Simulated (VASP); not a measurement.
Crystal: TaN.

```
Ta N
1.0
     2.98144   -0.00102    0.02094
    -1.49160    2.52439   -0.00597
     0.02054    0.00510    2.86422
Ta N
1 1
Cartesian
  0.0103 0.0025 1.4321
  1.4904 0.8408 0.0120
```

The cell isn't the ideal one: cell strained at random at fixed volume.

| Quantity | Value |
| --- | --- |
| Program | VASP 6.6.1 |
| Task | relaxation of cell and atoms |
| Functional | revPBE |
| Potentials or basis | VASP PAW PBE potentials, release 64 (Ta_pv, N) |
| Cutoff | 600 eV |
| k mesh | 10 × 10 × 9 |
| Occupations | gaussian, width 0.05 eV |
| Spin | no spin polarisation |

At the start: pressure 9.2 GPa; volume 10.78 Å³/atom.

Task: How do energy, volume and symmetry change on relaxing?

Result: Over 12 steps the energy falls by 15.3 meV/atom and the volume is 11.05 Å³/atom (+2.5 %); space group P-6m2 (No. 187, to 0.05 Å).

Step by step:
```csv
step,energy change (eV),largest force (eV/Å),pressure (GPa),volume (Å³)
1,0.0000,0.0508,9.22,21.55
2,0.0645,0.0374,-18.13,23.53
3,-0.0270,0.0121,-1.80,22.23
4,-0.0271,0.0115,-1.62,22.22
5,-0.0295,0.0208,0.85,22.04
6,-0.0306,0.0171,-0.02,22.10
7,-0.0306,0.0168,-0.09,22.10
8,-0.0307,0.0008,0.16,22.09
9,-0.0307,0.0066,0.08,22.09
10,-0.0307,0.0076,0.08,22.09
11,-0.0307,0.0107,0.02,22.10
12,-0.0307,0.0077,0.06,22.10
```

Final structure:
```cif
data_structure
_symmetry_space_group_name_H-M 'P 1'
_symmetry_Int_Tables_number 1
_cell_length_a 2.9617
_cell_length_b 2.9610
_cell_length_c 2.9095
_cell_angle_alpha 90.004
_cell_angle_beta 89.991
_cell_angle_gamma 120.007
_cell_volume 22.10
loop_
_atom_site_label
_atom_site_type_symbol
_atom_site_fract_x
_atom_site_fract_y
_atom_site_fract_z
_atom_site_occupancy
Ta1 Ta 0.00006 0.00013 0.49999 1
N1 N 0.66661 0.33320 0.00001 1
```

Caveat: the PAW data sets were made with another functional, which shifts forces and pressure a little.
